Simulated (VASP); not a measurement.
Nb:

```
Nb
1.0
     2.94168    0.00000    0.00000
    -1.47084    2.54757    0.00000
     0.00000    0.00000    4.80377
Nb
2
Direct
  0.33333 0.66667 0.25000
  0.66667 0.33333 0.75000
```

This isn't the form of Nb at room conditions, which is bcc.

| Quantity | Value |
| --- | --- |
| Program | VASP 6.6.1 |
| Task | relaxation of cell and atoms |
| Functional | PBEsol |
| Potentials or basis | VASP PAW PBE potentials, release 64 (Nb_pv) |
| Cutoff | 580 eV |
| k mesh | 18 × 18 × 10 |
| Occupations | gaussian, width 0.1 eV |
| Spin | no spin polarisation |

At the start: pressure 2.4 GPa; volume 18.00 Å³/atom.

Task: How do energy, volume and symmetry change on relaxing?

Result: Over 9 steps the energy falls by 57.1 meV/atom and the volume is 18.25 Å³/atom (+1.4 %); space group P6_3/mmc (No. 194, to 0.05 Å).

Step by step:
```csv
step,energy change (eV),largest force (eV/Å),pressure (GPa),volume (Å³)
1,0.0000,0.0000,2.39,36.00
2,-0.0551,0.0000,-4.28,37.39
3,-0.0579,0.0000,-5.74,37.74
4,-0.0819,0.0000,-5.35,37.65
5,-0.0997,0.0000,-4.56,37.51
6,-0.1007,0.0000,-4.27,37.47
7,-0.1117,0.0000,-1.90,36.92
8,-0.1143,0.0000,-0.06,36.52
9,-0.1143,0.0000,0.03,36.50
```

Final structure:
```xyz
2
Lattice="2.8484 0.0000 0.0000 -1.4242 2.4668 0.0000 0.0000 0.0000 5.1950" Properties=species:S:1:pos:R:3 pbc="T T T"
Nb    0.0000    1.6445    1.2988
Nb    1.4242    0.8223    3.8963
```

Caveat: the PAW data sets were made with another functional, which shifts forces and pressure a little.
